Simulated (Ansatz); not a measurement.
# Strontium, dhcp under RPBE: structure, energy and stiffness, part 1 of 2

The plan for strontium in the dhcp structure: relax it, solve it on a dense k-mesh, then scale the cell to 7 volumes from 88 to 112 % of the relaxed one and try a fit of the equation of state. Spin polarisation is left out. The k-meshes are 9×9×3 for the relaxation; 11×11×3 for the dense run; 10×10×3 for the volumes.

Computed with Ansatz 0.2.0 (DFT RPBE, plane waves (420 eV) with PAW, scalar-relativistic; the PAW data stem from PBE, with regenerated cores, unless a step says otherwise).

## Step 1: Starting point

Symmetry: P6_3/mmc, No. 194, hexagonal system. The conventional cell has a = 4.303 Å, b = 4.303 Å, c = 14.052 Å, α = 90.00°, β = 90.00°, γ = 120.00°. Around Sr (site symmetry -3m) lie 12 Sr at 4.30 Å. Sr (site symmetry -6m2) has 12 Sr at 4.30 Å as nearest neighbours.

As a file:

```cif
data_structure
_symmetry_space_group_name_H-M 'P6_3/mmc'
_symmetry_Int_Tables_number 194
_cell_length_a 4.3025
_cell_length_b 4.3025
_cell_length_c 14.0521
_cell_angle_alpha 90.000
_cell_angle_beta 90.000
_cell_angle_gamma 120.000
_cell_volume 225.28
loop_
_atom_site_label
_atom_site_type_symbol
_atom_site_symmetry_multiplicity
_atom_site_Wyckoff_symbol
_atom_site_fract_x
_atom_site_fract_y
_atom_site_fract_z
_atom_site_occupancy
Sr1 Sr 2 a 0.00000 0.00000 0.00000 1
Sr2 Sr 2 c 0.33333 0.66667 0.25000 1
```

## Step 2: Relaxation of the cell

input.yaml reads:

```yaml
crystal:
  lattice:
    - [4.3025266259, 0.0, 0.0]
    - [-2.1512633129, 3.7260973585, 0.0]
    - [0.0, 0.0, 14.0520519602]
  atoms:
    - { symbol: Sr, position: [0.0, 0.0, 0.0] }
    - { symbol: Sr, position: [0.0, 0.0, 0.5] }
    - { symbol: Sr, position: [0.3333333333, 0.6666666667, 0.25] }
    - { symbol: Sr, position: [0.6666666667, 0.3333333333, 0.75] }
hamiltonian:
  xc: rpbe
  pseudopotentials:
    kind: paw
    azcp:
      Sr: "pseudopotentials/Sr.paw.azcp"
basis:
  ecutwfc: 420
  fft_grid_basis: typed
kpoints:
  mp_grid: { grid: [9, 9, 3], shift: [0, 0, 0] }
magnetization:
  spin_polarized: false
scf:
  occupations: { method: fermi_dirac, width: 0.1 }
relax:
  max_steps: 60
  f_tol: 0.01
  cell: {}
```

The log of the run:

```text
Warning: RAYON_NUM_THREADS=2 ignored (pool sized by the plan → 2); use --threads N
Engine: ansatz 0.2.0, aarch64-unknown-linux-gnu
Pseudopotentials: kind: paw
Pseudopotential: Sr, paw, valence charge 10, recommended cutoff 420 eV (normal), <dir>
Functional definition: RPBE
  parameter kappa = 0.804
  parameter beta = 0.06672455060314922
  exchange = rpbe_x(kappa = kappa, mu = beta*pi^2/3)
  correlation = pbe_c(beta = beta)
Crystal: 4 atoms, lattice volume = 225.277 Å³
Basis set: ecut = 420 eV, 4385 PW (Γ), exchange–correlation on 60×60×192 points (8 copies of the dense FFT grid, shifted against one another)
Bands: 24, of which v1, the nominal top of the filled ones, is band 20 counted from 1 (19 counted from 0)
Symmetry: 24 space group operations
Space group: P63/mmc (ITA 194), of the structure as read, at distance tolerance 6.1e-5 Å
k-points: 24 of 243
Non-local potential: Sr, projectors of the file, l = 0: 3, l = 1: 2, l = 2: 2
PAW form: soft (Blöchl's): semilocal exchange-correlation on the pseudo side does not see the compensation charge
PAW frozen core: Sr, regenerated for the run's functional, and the local potential with it (the file was generated under x = pbe(κ = 0.804, μ = 0.2195149727645171), c = pbe(β = 0.06672455060314922))
PAW one-centre angular grid: Sr, 110 points (default); XC on 64 Gauss nodes
Initial density: superposition of atomic densities (neutral atoms: chi_scale 0, normalization atom), corrected by the library's trained network
Initial wavefunctions: pseudopotential atomic-orbital guess
Functional: x = rpbe, c = pbe(β = 0.06672455060314922)
SCF iter   1: F=—  HF=-14204.170322 eV  |F-HF|=—  |Δ(HF+E_count)|=         —  Δρ=1.84e-3  dr2=1.07e-2  ethr=1.77e-3  ⟨swp⟩=10.2  Hψ=6963  notcnv=0
automatic band count: the SCF goes on with 28 bands, as 24 were too few: the levels above may hold too much charge
preconditioner: auto → Kerker (q_TF=auto, 2.045 Å⁻¹)  [metal: Δε(μ)=0.073 eV  Ē_g=2.329 eV  σ=0.100 eV  W_gap=0.18  n_scr=38 (ndim 8)  ℏωp=7.0 eV  f_vac=0.000  D(μ)=5.61/eV (n_scr^D=38)]
SCF iter   2: F=—  HF=-14204.174273 eV  |F-HF|=—  |Δ(HF+E_count)|=   3.95e-3  Δρ=1.31e-3  dr2=5.97e-3  ethr=2.66e-5  ⟨swp⟩=2.8  Hψ=1267  notcnv=0
SCF iter   3: F=—  HF=-14204.175315 eV  |F-HF|=—  |Δ(HF+E_count)|=   1.04e-3  Δρ=3.50e-4  dr2=5.41e-4  ethr=1.49e-5  ⟨swp⟩=1.9  Hψ=787  notcnv=0
SCF iter   4: F=—  HF=-14204.175232 eV  |F-HF|=—  |Δ(HF+E_count)|=   8.34e-5  Δρ=9.04e-5  dr2=3.02e-5  ethr=1.35e-6  ⟨swp⟩=1.0  Hψ=674  notcnv=0
SCF iter   5: F=—  HF=-14204.174937 eV  |F-HF|=—  |Δ(HF+E_count)|=   2.95e-4  Δρ=3.21e-5  dr2=1.25e-6  ethr=7.55e-8  ⟨swp⟩=2.2  Hψ=890  notcnv=0
SCF iter   6: F=-14204.174937 eV  HF=-14204.174937 eV  |F-HF|=4.37e-9  |Δ(HF+E_count)|=   3.25e-7  Δρ=5.60e-6  dr2=4.52e-8  ethr=2.50e-10  ⟨swp⟩=3.6  Hψ=3135  notcnv=0
SCF 1 converged in 6 iterations: F = -14204.174937 eV  dr2 = 4.52e-8
relax step   1: F+E_penalty+E_count = -14204.17493712 eV  Δ(F+E_penalty+E_count) = +0.000e0 eV  max|allowed force component| = 6.939e-17 eV/Å  Δτ_max = 0.0000 Å  P = +0.462 GPa  Ω = 225.277 Å³  (6 SCF iters, dr2 threshold 1.00e-7 eV, accepted)
Crystal: 4 atoms, lattice volume = 228.704 Å³
Basis set: ecut = 420 eV, 4481 PW (Γ), exchange–correlation on 60×60×192 points (8 copies of the dense FFT grid, shifted against one another)
Bands: 28, of which v1, the nominal top of the filled ones, is band 20 counted from 1 (19 counted from 0)
Initial density: handed on by an earlier stage of this run
Initial wavefunctions: those handed on with the density
iter 1 solved again at ethr=3.84e-7 eV; its pass at ethr=3.10e-3 eV (dr2=1.54e-4 eV) is discarded
SCF iter   1: F=—  HF=-14204.182880 eV  |F-HF|=—  |Δ(HF+E_count)|=         —  Δρ=1.75e-4  dr2=8.21e-5  ethr=3.84e-7  ⟨swp⟩=3.0  Hψ=4373  notcnv=0
preconditioner: auto → Kerker (q_TF=auto, 2.040 Å⁻¹)  [metal: Δε(μ)=0.005 eV  Ē_g=2.294 eV  σ=0.100 eV  W_gap=0.01  n_scr=38 (ndim 8)  ℏωp=6.9 eV  f_vac=0.000  D(μ)=5.69/eV (n_scr^D=38)]
SCF iter   2: F=—  HF=-14204.182851 eV  |F-HF|=—  |Δ(HF+E_count)|=   2.87e-5  Δρ=1.15e-4  dr2=4.24e-5  ethr=2.05e-7  ⟨swp⟩=1.0  Hψ=672  notcnv=0
SCF iter   3: F=—  HF=-14204.182859 eV  |F-HF|=—  |Δ(HF+E_count)|=   7.77e-6  Δρ=1.97e-5  dr2=1.88e-6  ethr=1.06e-7  ⟨swp⟩=2.0  Hψ=1058  notcnv=0
SCF iter   4: F=-14204.182859 eV  HF=-14204.182859 eV  |F-HF|=7.18e-9  |Δ(HF+E_count)|=   1.97e-7  Δρ=4.16e-6  dr2=8.13e-8  ethr=1.00e-9  ⟨swp⟩=5.0  Hψ=2416  notcnv=0
SCF 2 converged in 4 iterations: F = -14204.182859 eV  dr2 = 8.13e-8
relax step   2: F+E_penalty+E_count = -14204.18285930 eV  Δ(F+E_penalty+E_count) = -7.922e-3 eV  max|allowed force component| = 5.320e-17 eV/Å  Δτ_max = 0.0000 Å  P = +0.281 GPa  Ω = 228.704 Å³  energy of the carried Pulay correction = -4.547e-5 eV  (4 SCF iters, dr2 threshold 4.00e-7 eV, accepted)
Crystal: 4 atoms, lattice volume = 234.210 Å³
Basis set: ecut = 420 eV, 4613 PW (Γ), exchange–correlation on 60×60×192 points (8 copies of the dense FFT grid, shifted against one another)
iter 1 solved again at ethr=5.03e-7 eV; its pass at ethr=3.10e-3 eV (dr2=2.01e-4 eV) is discarded
SCF iter   1: F=—  HF=-14204.187735 eV  |F-HF|=—  |Δ(HF+E_count)|=         —  Δρ=2.60e-4  dr2=1.98e-4  ethr=5.03e-7  ⟨swp⟩=3.2  Hψ=4734  notcnv=0
preconditioner: auto → Kerker (q_TF=auto, 2.032 Å⁻¹)  [metal: Δε(μ)=0.031 eV  Ē_g=2.279 eV  σ=0.100 eV  W_gap=0.08  n_scr=38 (ndim 8)  ℏωp=6.9 eV  f_vac=0.000  D(μ)=5.74/eV (n_scr^D=38)]
SCF iter   2: F=—  HF=-14204.187732 eV  |F-HF|=—  |Δ(HF+E_count)|=   3.20e-6  Δρ=1.74e-4  dr2=1.04e-4  ethr=4.96e-7  ⟨swp⟩=1.0  Hψ=672  notcnv=0
SCF iter   3: F=—  HF=-14204.187749 eV  |F-HF|=—  |Δ(HF+E_count)|=   1.73e-5  Δρ=3.24e-5  dr2=5.49e-6  ethr=2.60e-7  ⟨swp⟩=2.0  Hψ=991  notcnv=0
SCF iter   4: F=-14204.187750 eV  HF=-14204.187750 eV  |F-HF|=4.36e-8  |Δ(HF+E_count)|=   5.67e-7  Δρ=5.44e-6  dr2=1.56e-7  ethr=5.78e-10  ⟨swp⟩=4.0  Hψ=2989  notcnv=0
SCF 3 converged in 4 iterations: F = -14204.187750 eV  dr2 = 1.56e-7
relax step   3: F+E_penalty+E_count = -14204.18774987 eV  Δ(F+E_penalty+E_count) = -4.891e-3 eV  max|allowed force component| = 1.156e-18 eV/Å  Δτ_max = 0.0000 Å  P = +0.011 GPa  Ω = 234.210 Å³  energy of the carried Pulay correction = -1.171e-4 eV  (4 SCF iters, dr2 threshold 2.31e-7 eV, accepted)
Initial wavefunctions: pseudopotential atomic-orbital guess (no wavefunctions were taken with the density)
iter 1 solved again at ethr=1.03e-7 eV; its pass at ethr=3.10e-3 eV (dr2=4.13e-5 eV) is discarded
SCF iter   1: F=—  HF=-14204.187624 eV  |F-HF|=—  |Δ(HF+E_count)|=         —  Δρ=1.53e-5  dr2=1.94e-7  ethr=1.03e-7  ⟨swp⟩=5.2  Hψ=6579  notcnv=0
preconditioner: auto → Kerker (q_TF=auto, 2.032 Å⁻¹)  [metal: Δε(μ)=0.032 eV  Ē_g=2.278 eV  σ=0.100 eV  W_gap=0.08  n_scr=38 (ndim 8)  ℏωp=6.9 eV  f_vac=0.000  D(μ)=5.73/eV (n_scr^D=38)]
SCF iter   2: F=—  HF=-14204.187879 eV  |F-HF|=—  |Δ(HF+E_count)|=   2.55e-4  Δρ=8.49e-6  dr2=9.55e-8  ethr=4.84e-10  ⟨swp⟩=2.8  Hψ=1255  notcnv=0
SCF iter   3: F=—  HF=-14204.187879 eV  |F-HF|=—  |Δ(HF+E_count)|=   7.74e-8  Δρ=1.45e-6  dr2=5.55e-9  ethr=2.39e-10  ⟨swp⟩=3.0  Hψ=1219  notcnv=0
SCF iter   4: F=—  HF=-14204.187879 eV  |F-HF|=—  |Δ(HF+E_count)|=   1.03e-9  Δρ=3.03e-7  dr2=4.67e-10  ethr=1.39e-11  ⟨swp⟩=2.4  Hψ=1198  notcnv=0
SCF iter   5: F=-14204.187879 eV  HF=-14204.187879 eV  |F-HF|=0.00e0  |Δ(HF+E_count)|=  1.46e-11  Δρ=6.78e-8  dr2=9.18e-12  ethr=1.00e-12  ⟨swp⟩=4.1  Hψ=2639  notcnv=0
SCF 4 converged in 5 iterations: F = -14204.187879 eV  dr2 = 9.18e-12
relax step   4: F+E_penalty+E_count = -14204.18787906 eV  Δ(F+E_penalty+E_count) = -1.292e-4 eV  max|allowed force component| = 1.156e-17 eV/Å  Δτ_max = 0.0000 Å  P = +0.012 GPa  Ω = 234.210 Å³  stress off target by 1.16e-2 GPa  SCF on the basis re-selected at this cell (its energy is not comparable with the rows above)  (5 SCF iters)
basis re-selected at this cell: Δ(F+E_penalty+E_count) = -1.292e-4 eV, ΔP = +0.000 GPa vs the last step (what re-selecting the basis moved, of the pressure what is left beyond the Pulay correction that the steps carried, after the strain that the cell walked since its last selection, with what the two solves' SCF thresholds leave and, on support functions, any second-order correction that the steps lacked; it is no measure of the basis error at this ecutwfc). This SCF's stress stands 1.16e-2 GPa from its target on what of the cell is left free (relax.cell.stress_tol is 5.00e-2 GPa) and its largest allowed force component is 1.16e-17 eV/Å (relax.f_tol is 1.00e-2 eV/Å): within both
SCF converged after 5 iterations
Free energy (F): -14204.187879 eV
Harris-Foulkes:  -14204.187879 eV  (|F-HF|=0.00e0)
Internal energy: -14203.998127 eV  (E = F + TS)
E sigma→0 (E₀):  -14204.093003 eV
Entropy (-TS):   -0.189752 eV (-47.438 meV/atom)
Fermi energy:    4.727481 eV
--- Per-component energies (eV) ---
  E_band       = -562.934234
  E_kinetic    = 964.806593
  E_local      = -3148.422193  (includes V_loc(G=0)·N_el)
  E_nonlocal   = 806.851508
  E_hartree    = 805.086512
  E_xc         = -686.676489
  E_vxc        = -636.478470  (∫ρ·V_xc dr)
  E_paw        = -10803.320134  (= ΣΔE_a)
  E_vpaw       = -159.864699  (= ΣTr[D̂ρ^β])
  E_aug_tail   = -0.000004  (compensation charges beyond the density's cutoff)
  E_ewald      = -2142.056400
  E_core_change = -0.267519  (= ΣΔE_core)
  E_smearing   = -0.189752  (= −TS)
  E_closure    = 0.000000  (closes the sum)
  Σ components = -14204.187879   (vs F -14204.187879, Δ=0.00e0)
--- Forces (eV/Å), atoms counted from 1 ---
  atom   1  Sr     0.00000000     0.00000000     0.00000000
  atom   2  Sr     0.00000000    -0.00000000    -0.00000000
  atom   3  Sr    -0.00000000     0.00000000     0.00000000
  atom   4  Sr    -0.00000000    -0.00000000     0.00000000
  max |Σ_I F_I| component: 2.78e-17 eV/Å
--- Stress (GPa, compression-positive) ---
        0.011518       0.000000       0.000000
        0.000000       0.011518       0.000000
        0.000000       0.000000       0.011579
  P = ⅓ Tr σ = 0.0115 GPa (0.115 kbar)
--- Relaxed structure (3 steps of the walk, 3 accepted, 1 SCFs on fresh bases) ---
  F+E_penalty+E_count = -14204.18787906 eV   max|allowed force component| = 1.156e-17 eV/Å   (the final SCF, on the basis selected at the relaxed cell)
  cell:  # Å, volume = 234.2100 Å³
    - [4.355260593721284, -2.922124061885603e-11, 0.0]
    - [-2.1776302968353356, 3.7717663142785396, 0.0]
    - [0.0, 0.0, 14.257603647180657]
  atoms:
    - { symbol: Sr, position: [-5.117732772325569e-34, -3.876569288077627e-35, 2.2842807938205968e-36] }
    - { symbol: Sr, position: [-6.914428433138289e-34, -1.5937007072113692e-34, 0.5] }
    - { symbol: Sr, position: [0.3333333333333333, 0.6666666666666669, 0.25] }
    - { symbol: Sr, position: [0.6666666666666667, 0.3333333333333333, 0.75] }
```

It took 13 s on 2 threads of an Arm CPU, shared host; peak memory 0.48 GiB.

Step by step:

| step | energy change (meV/atom) | largest force (eV/Å) | pressure (GPa) | volume (Å³/atom) |
| --- | --- | --- | --- | --- |
| 1 | 0.00 | 0.0000 | 0.46 | 56.319 |
| 2 | -1.98 | 0.0000 | 0.28 | 57.176 |
| 3 | -3.20 | 0.0000 | 0.01 | 58.553 |
| 4 | -3.24 | 0.0000 | 0.01 | 58.553 |

Steps that repeat a cell are solved on a basis chosen anew, so their changes of energy are no gain of the relaxation.

The cell of the run, before and after:

|  | before | after | change |
| --- | --- | --- | --- |
| a (Å) | 4.303 | 4.355 | +1.2 % |
| b (Å) | 4.303 | 4.355 | +1.2 % |
| c (Å) | 14.052 | 14.258 | +1.5 % |
| volume (Å³/atom) | 56.319 | 58.553 | +4.0 % |
| shortest distance (Å) | 4.303 | 4.355 | +1.2 % |
| space group (spins left aside) | P6_3/mmc | P6_3/mmc | same |

## Step 3: The energy on a finer k-mesh

input.yaml reads:

```yaml
crystal:
  lattice:
    - [4.3552605937, 0.0, 0.0]
    - [-2.1776302968, 3.7717663143, 0.0]
    - [0.0, 0.0, 14.2576036472]
  atoms:
    - { symbol: Sr, position: [1.0, 1.0, 0.0] }
    - { symbol: Sr, position: [1.0, 1.0, 0.5] }
    - { symbol: Sr, position: [0.3333333333, 0.6666666667, 0.25] }
    - { symbol: Sr, position: [0.6666666667, 0.3333333333, 0.75] }
hamiltonian:
  xc: rpbe
  pseudopotentials:
    kind: paw
    azcp:
      Sr: "pseudopotentials/Sr.paw.azcp"
basis:
  ecutwfc: 420
  fft_grid_basis: typed
kpoints:
  mp_grid: { grid: [11, 11, 3], shift: [0, 0, 0] }
magnetization:
  spin_polarized: false
scf:
  occupations: { method: fermi_dirac, width: 0.1 }
```

The log of the run (excerpt; [...] marks lines left out):

```text
Warning: RAYON_NUM_THREADS=2 ignored (pool sized by the plan → 2); use --threads N
[...]
[... 3 set-up lines as earlier in the session ...]
[...]
Crystal: 4 atoms, lattice volume = 234.210 Å³
Basis set: ecut = 420 eV, 4613 PW (Γ)
Bands: 24, of which v1, the nominal top of the filled ones, is band 20 counted from 1 (19 counted from 0)
[... 1 set-up line as earlier in the session ...]
Space group: P63/mmc (ITA 194), of the structure as read, at distance tolerance 6.2e-5 Å
k-points: 32 of 363
[...]
SCF iter   1: F=—  HF=-14204.186167 eV  |F-HF|=—  |Δ(HF+E_count)|=         —  Δρ=1.77e-3  dr2=1.02e-2  ethr=1.77e-3  ⟨swp⟩=10.5  Hψ=9352  notcnv=0
[...]
SCF iter   6: F=-14204.191379 eV  HF=-14204.191379 eV  |F-HF|=1.72e-8  |Δ(HF+E_count)|=   4.70e-7  Δρ=3.53e-6  dr2=2.55e-8  ethr=2.50e-10  ⟨swp⟩=3.9  Hψ=2455  notcnv=0
[...]
SCF converged after 6 iterations
Free energy (F): -14204.191379 eV
[...]
E sigma→0 (E₀):  -14204.100144 eV
Entropy (-TS):   -0.182471 eV (-45.618 meV/atom)
Fermi energy:    4.726462 eV
[...]
```

It took 4.9 s on 2 threads of an Arm CPU, shared host; peak memory 0.47 GiB.

## Step 4: At 88 % of the relaxed volume

input.yaml, as its differences from that of step 3:

```diff
@@ -2,5 +2,5 @@
   lattice:
-    - [4.3552605937, 0.0, 0.0]
-    - [-2.1776302968, 3.7717663143, 0.0]
-    - [0.0, 0.0, 14.2576036472]
+    - [4.1735764183, 0.0, 0.0]
+    - [-2.0867882091, 3.6144232029, 0.0]
+    - [0.0, 0.0, 13.6628330458]
   atoms:
@@ -20,3 +20,3 @@
 kpoints:
-  mp_grid: { grid: [11, 11, 3], shift: [0, 0, 0] }
+  mp_grid: { grid: [10, 10, 3], shift: [0, 0, 0] }
 magnetization:
@@ -25 +25,4 @@
   occupations: { method: fermi_dirac, width: 0.1 }
+  lower_state_search: "off"
+output:
+  stress: true
```

The log of the run (excerpt; [...] marks lines left out):

```text
Warning: RAYON_NUM_THREADS=2 ignored (pool sized by the plan → 2); use --threads N
[...]
[... 3 set-up lines as earlier in the session ...]
[...]
Crystal: 4 atoms, lattice volume = 206.105 Å³
Basis set: ecut = 420 eV, 3951 PW (Γ)
Bands: 24, of which v1, the nominal top of the filled ones, is band 20 counted from 1 (19 counted from 0)
[... 1 set-up line as earlier in the session ...]
Space group: P63/mmc (ITA 194), of the structure as read, at distance tolerance 5.9e-5 Å
k-points: 28 of 300
[...]
SCF iter   1: F=—  HF=-14204.048104 eV  |F-HF|=—  |Δ(HF+E_count)|=         —  Δρ=2.00e-3  dr2=1.21e-2  ethr=1.77e-3  ⟨swp⟩=10.1  Hψ=8127  notcnv=0
[...]
SCF iter   7: F=-14204.053388 eV  HF=-14204.053388 eV  |F-HF|=5.51e-10  |Δ(HF+E_count)|=   2.81e-8  Δρ=2.32e-6  dr2=9.64e-9  ethr=2.50e-10  ⟨swp⟩=5.0  Hψ=2670  notcnv=0
[...]
SCF converged after 7 iterations
Free energy (F): -14204.053388 eV
[...]
E sigma→0 (E₀):  -14203.965953 eV
Entropy (-TS):   -0.174870 eV (-43.718 meV/atom)
Fermi energy:    5.628067 eV
[...]
--- Stress (GPa, compression-positive) ---
        1.686956      -0.000000       0.000000
       -0.000000       1.686956       0.000000
        0.000000       0.000000       1.752800
  P = ⅓ Tr σ = 1.7089 GPa (17.089 kbar)
```

Run time: 4 s. Hardware: 2 threads of an Arm CPU, shared host; peak memory 0.44 GiB.

## Step 5: At 92 % of the relaxed volume

input.yaml, as its differences from that of step 4:

```diff
@@ -2,5 +2,5 @@
   lattice:
-    - [4.1735764183, 0.0, 0.0]
-    - [-2.0867882091, 3.6144232029, 0.0]
-    - [0.0, 0.0, 13.6628330458]
+    - [4.2358777887, 0.0, 0.0]
+    - [-2.1179388943, 3.6683777724, 0.0]
+    - [0.0, 0.0, 13.8667859959]
   atoms:
```

The log of the run (excerpt; [...] marks lines left out):

```text
Warning: RAYON_NUM_THREADS=2 ignored (pool sized by the plan → 2); use --threads N
[...]
[... 3 set-up lines as earlier in the session ...]
[...]
Crystal: 4 atoms, lattice volume = 215.473 Å³
Basis set: ecut = 420 eV, 4169 PW (Γ)
Bands: 24, of which v1, the nominal top of the filled ones, is band 20 counted from 1 (19 counted from 0)
[... 1 set-up line as earlier in the session ...]
Space group: P63/mmc (ITA 194), of the structure as read, at distance tolerance 6.0e-5 Å
k-points: 28 of 300
[...]
SCF iter   1: F=—  HF=-14204.128554 eV  |F-HF|=—  |Δ(HF+E_count)|=         —  Δρ=1.92e-3  dr2=1.16e-2  ethr=1.77e-3  ⟨swp⟩=10.0  Hψ=8142  notcnv=0
[...]
SCF iter   7: F=-14204.133436 eV  HF=-14204.133436 eV  |F-HF|=1.55e-9  |Δ(HF+E_count)|=   3.30e-8  Δρ=2.97e-6  dr2=1.55e-8  ethr=2.50e-10  ⟨swp⟩=5.0  Hψ=2728  notcnv=0
[...]
SCF converged after 7 iterations
Free energy (F): -14204.133436 eV
[...]
E sigma→0 (E₀):  -14204.044040 eV
Entropy (-TS):   -0.178792 eV (-44.698 meV/atom)
Fermi energy:    5.304498 eV
[...]
--- Stress (GPa, compression-positive) ---
        1.027869       0.000000      -0.000000
        0.000000       1.027869       0.000000
       -0.000000       0.000000       1.086575
  P = ⅓ Tr σ = 1.0474 GPa (10.474 kbar)
```

It took 4.1 s on 2 threads of an Arm CPU, shared host; peak memory 0.45 GiB.

## Step 6: At 96 % of the relaxed volume

input.yaml, as its differences from that of step 5:

```diff
@@ -2,5 +2,5 @@
   lattice:
-    - [4.2358777887, 0.0, 0.0]
-    - [-2.1179388943, 3.6683777724, 0.0]
-    - [0.0, 0.0, 13.8667859959]
+    - [4.2963985052, 0.0, 0.0]
+    - [-2.1481992526, 3.7207902503, 0.0]
+    - [0.0, 0.0, 14.0649097063]
   atoms:
```

The log of the run (excerpt; [...] marks lines left out):

```text
Warning: RAYON_NUM_THREADS=2 ignored (pool sized by the plan → 2); use --threads N
[...]
[... 3 set-up lines as earlier in the session ...]
[...]
Crystal: 4 atoms, lattice volume = 224.842 Å³
Basis set: ecut = 420 eV, 4361 PW (Γ)
Bands: 24, of which v1, the nominal top of the filled ones, is band 20 counted from 1 (19 counted from 0)
[... 2 set-up lines as earlier in the session ...]
k-points: 28 of 300
[...]
SCF iter   1: F=—  HF=-14204.173132 eV  |F-HF|=—  |Δ(HF+E_count)|=         —  Δρ=1.84e-3  dr2=1.10e-2  ethr=1.77e-3  ⟨swp⟩=10.1  Hψ=8133  notcnv=0
[...]
SCF iter   7: F=-14204.177861 eV  HF=-14204.177861 eV  |F-HF|=8.71e-10  |Δ(HF+E_count)|=   1.81e-8  Δρ=2.94e-6  dr2=1.57e-8  ethr=2.50e-10  ⟨swp⟩=5.0  Hψ=2767  notcnv=0
[...]
SCF converged after 7 iterations
Free energy (F): -14204.177861 eV
[...]
E sigma→0 (E₀):  -14204.086974 eV
Entropy (-TS):   -0.181774 eV (-45.444 meV/atom)
Fermi energy:    5.006109 eV
[...]
--- Stress (GPa, compression-positive) ---
        0.470961       0.000000       0.000000
        0.000000       0.470961       0.000000
        0.000000       0.000000       0.520677
  P = ⅓ Tr σ = 0.4875 GPa (4.875 kbar)
```

It took 4.2 s on 2 threads of an Arm CPU, shared host; peak memory 0.46 GiB.

## Step 7: At 100 % of the relaxed volume

input.yaml, as its differences from that of step 6:

```diff
@@ -2,5 +2,5 @@
   lattice:
-    - [4.2963985052, 0.0, 0.0]
-    - [-2.1481992526, 3.7207902503, 0.0]
-    - [0.0, 0.0, 14.0649097063]
+    - [4.3552605937, 0.0, 0.0]
+    - [-2.1776302968, 3.7717663143, 0.0]
+    - [0.0, 0.0, 14.2576036472]
   atoms:
```

The log of the run (excerpt; [...] marks lines left out):

```text
Warning: RAYON_NUM_THREADS=2 ignored (pool sized by the plan → 2); use --threads N
[...]
[... 3 set-up lines as earlier in the session ...]
[...]
Crystal: 4 atoms, lattice volume = 234.210 Å³
Basis set: ecut = 420 eV, 4613 PW (Γ)
Bands: 24, of which v1, the nominal top of the filled ones, is band 20 counted from 1 (19 counted from 0)
[... 2 set-up lines as earlier in the session ...]
k-points: 28 of 300
[...]
SCF iter   1: F=—  HF=-14204.186898 eV  |F-HF|=—  |Δ(HF+E_count)|=         —  Δρ=1.78e-3  dr2=1.01e-2  ethr=1.77e-3  ⟨swp⟩=10.4  Hψ=8179  notcnv=0
[...]
SCF iter   6: F=-14204.192120 eV  HF=-14204.192120 eV  |F-HF|=2.24e-8  |Δ(HF+E_count)|=   6.80e-7  Δρ=3.01e-6  dr2=1.46e-8  ethr=2.50e-10  ⟨swp⟩=5.9  Hψ=3148  notcnv=0
[...]
SCF converged after 6 iterations
Free energy (F): -14204.192120 eV
[...]
E sigma→0 (E₀):  -14204.100104 eV
Entropy (-TS):   -0.184030 eV (-46.008 meV/atom)
Fermi energy:    4.730315 eV
[...]
--- Stress (GPa, compression-positive) ---
        0.000206      -0.000000       0.000000
       -0.000000       0.000206       0.000000
        0.000000       0.000000       0.039417
  P = ⅓ Tr σ = 0.0133 GPa (0.133 kbar)
```

Wall time 4.5 s (2 threads of an Arm CPU, shared host); peak memory 0.46 GiB.

(Continued in part 2 of 2.)
